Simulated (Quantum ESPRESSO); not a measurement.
AlNi:

```
CELL_PARAMETERS angstrom
2.88100 0.00000 0.00000
0.00000 2.88100 0.00000
0.00000 0.00000 2.88100
ATOMIC_POSITIONS crystal
Ni 0.50000 0.50000 0.50000
Al 0.00000 0.00000 0.00000
```

Base run:

```yaml
Program: Quantum ESPRESSO 7.5
Functional: rev-vdW-DF2
Potentials_or_basis: PseudoDojo 0.4.1 SR PBE standard
Cutoff: 1333 eV
Density_cutoff: 5333 eV
k_mesh: 9 × 9 × 9
Occupations: fermi-dirac, width 0.05 eV
Spin: collinear spin, ferromagnetic start
Starting_moments: "[1.0, 0.0] μB"
```

Its results: band gap on the k mesh none (metal or under the smearing width); pressure -0.1 GPa; net moment 0.00 μB per cell.

Task: The run is repeated on the same cell with these changes: functional from rev-vdW-DF2 to LDA; potentials or basis from PseudoDojo 0.4.1 SR PBE standard to GBRV 1.5 LDA; cutoff from 1333 eV to 612 eV; density cutoff from 5333 eV to 4898 eV. What comes out?

Result: Band gap on the k mesh none (metal or under the smearing width); pressure -8.5 GPa; net moment 0.00 μB per cell.

Caveats: the potentials were made for another functional, which shifts forces and pressure (some runs).
